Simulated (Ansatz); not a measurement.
# Li: the cost of one run

Method: DFT PBE, scalar-relativistic, plane waves, PAW, in Ansatz 0.2.0.

## (1) Starting point

Symmetry: Pmmm, No. 47, orthorhombic system. Conventional cell: a = 2.178 Å, b = 2.400 Å, c = 3.875 Å, α = 90.00°, β = 90.00°, γ = 90.00°. Around Li (site symmetry mmm) lie 4 Li at 2.18 to 2.40 Å.

As a file:

```xyz
1
Lattice="2.1784 0.0000 0.0000 0.0000 2.3999 0.0000 0.0000 0.0000 3.8750" Properties=species:S:1:pos:R:3 pbc="T T T"
Li    1.0892    1.2000    1.9375
```

Recipe of the guess: random cell by space group and Wyckoff sites (Pmmm, No. 47). The dimensions are guesses.

## (2) The guess as it stands, on a coarse mesh

Contents of input.yaml:

```yaml
crystal:
  lattice:
    - [2.17842206, 0.0, 0.0]
    - [0.0, 2.3999213, 0.0]
    - [0.0, 0.0, 3.87502298]
  atoms:
    - { symbol: Li, position: [0.5, 0.5, 0.5] }
basis:
  ecutwfc: 420
kpoints:
  mp_grid: { grid: [8, 8, 4] }
hamiltonian:
  xc: pbe
scf:
  occupations: { method: gaussian, width: 0.1 }
  lower_state_search: "off"
output:
  forces: true
  stress: true
  eigenvalues: true
```

Command:

```sh
ansatz run input.yaml --threads 1 --pin off --max-ram 2560MiB --backend cpu --events-out ev --progress --plain --runs-dir out
```

Q: Estimate wall time and peak memory on 1 thread of Intel Xeon Platinum 8175M at 2.50GHz (Skylake/Cascade Lake), shared host.

About 1.1 s, with a peak of 0.3 GiB.
